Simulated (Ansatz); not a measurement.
RbBr: levels and charges under dearer methods

A database entry relaxed whole under r2SCAN at zero pressure (Fm-3m, No. 225):

```xyz
2
Lattice="0.0000 3.4619 3.4619 3.4619 0.0000 3.4619 3.4619 3.4619 0.0000" Properties=species:S:1:pos:R:3 pbc="T T T"
Rb    0.0000    0.0000    0.0000
Br    3.4619    3.4619    3.4619
```

Its volume is 41.49 Å³ an atom, +3.1 % against the entry's 40.25, which is old or was flagged in a check.

Single points on this cell with plane-wave PAW DFT (Ansatz 0.2.0; r2SCAN 500 eV, hybrids 420 eV; fermi-dirac occupations of width 0.020 eV; no moments): r2SCAN on a 8×8×8 Γ-centred mesh; HSE06 on a 6×6×6 Γ-centred mesh; PBE0 on a 6×6×6 Γ-centred mesh.

Task: How do gap, pressure and charges move from level to level?

Result: The runs give:

```
 level  gap (eV), or kind  pressure (GPa)  Bader charge of Rb (e)  Bader charge of Br (e)
r2SCAN               4.89             0.0                   +0.85                   -0.85
 HSE06               5.44             0.3                   +0.84                   -0.84
  PBE0               6.15             0.3                   +0.84                   -0.84
```

Under r2SCAN the gap is 4.89 eV, over mesh and band path. HSE06 moves it by +0.55 eV and PBE0 by +1.26 eV; PBE0 keeps its exact exchange at long range, which widens the gap over HSE06's by 0.72 eV on their common mesh.

Caveats: the relaxation kept the start's symmetry; HSE06 is read on its mesh and at the zone's corners, PBE0 on its mesh alone; hybrid pressures are good to a few tenths of a GPa; no spin-orbit coupling, which narrows gaps of heavier elements; pressure is positive in compression.
